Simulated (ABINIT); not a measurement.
AlRu:

```
Ru Al
1.0
     2.99160    0.00000    0.00000
     0.00000    2.99160    0.00000
     0.00000    0.00000    2.99160
Ru Al
1 1
Cartesian
  1.4958 1.4958 1.4958
  0.0000 0.0000 0.0000
```

Base run:

```yaml
Program: ABINIT 10.8.3 (patched build)
Functional: AM05
Potentials_or_basis: JTH PAW PBE v2.0
Cutoff: 490 eV
k_mesh: 9 × 9 × 9
Occupations: fermi-dirac, width 0.05 eV
Spin: no spin polarisation
```

Its results: band gap on the k mesh none (metal or under the smearing width); pressure -3.5 GPa.

**Question.** After a change of settings the same cell gave: band gap on the k mesh none (metal or under the smearing width); pressure -1.7 GPa. Which change was it?
A. functional from AM05 to WC
B. functional from AM05 to PW91
C. functional from AM05 to SCAN
D. functional from AM05 to RPBE

**Answer.** A.

Caveats: the PAW data sets were made with another functional, which shifts forces and pressure a little.
